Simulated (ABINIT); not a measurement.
CdS (Hawleyite): single point with r2SCAN

Crystal: CdS (Hawleyite).

```xyz
2
Lattice="0.0000 2.9165 2.9165 2.9165 0.0000 2.9165 2.9165 2.9165 0.0000" Properties=species:S:1:pos:R:3 pbc="T T T"
Cd    0.0000    0.0000    0.0000
S     4.3748    4.3748    4.3748
```

```
Program             : ABINIT 10.8.3 (patched build)
Task                : single point
Functional          : r2SCAN
Potentials or basis : SG15 NC PBE v1.2
Cutoff              : 980 eV
k mesh              : 8 × 8 × 8
Occupations         : fermi-dirac, width 0.05 eV
Spin                : no spin polarisation
```

```
Pressure                                              : 1.4 GPa
Band gap on the k mesh                                : 1.44 eV, direct
Valence electrons inside the program's atomic spheres : Cd 17.08; S 3.90
```

Levels at points of the mesh, in eV from the valence-band top:
```csv
k point,band 9,band 10,band 11,band 12,band 13,band 14,band 15,band 16,band 17
"(0.00, 0.00, 0.00)",-7.48,-7.48,0.00,0.00,0.00,1.44,7.16,7.16,7.16
"(0.50, 0.00, 0.00)",-7.44,-7.09,-4.48,-0.76,-0.76,3.37,7.56,7.56,7.88
"(0.50, 0.50, 0.00)",-7.39,-7.03,-4.02,-1.92,-1.92,3.88,4.70,9.73,11.57
```

Run time: 55 s on 4 MPI ranks on Arm Neoverse V2, on a shared host, peak memory 0.44 GiB a rank.

Caveat: the potentials were made for another functional, which shifts forces and pressure. r2SCAN opens gaps a little over a GGA but as a rule still falls short of measured ones.
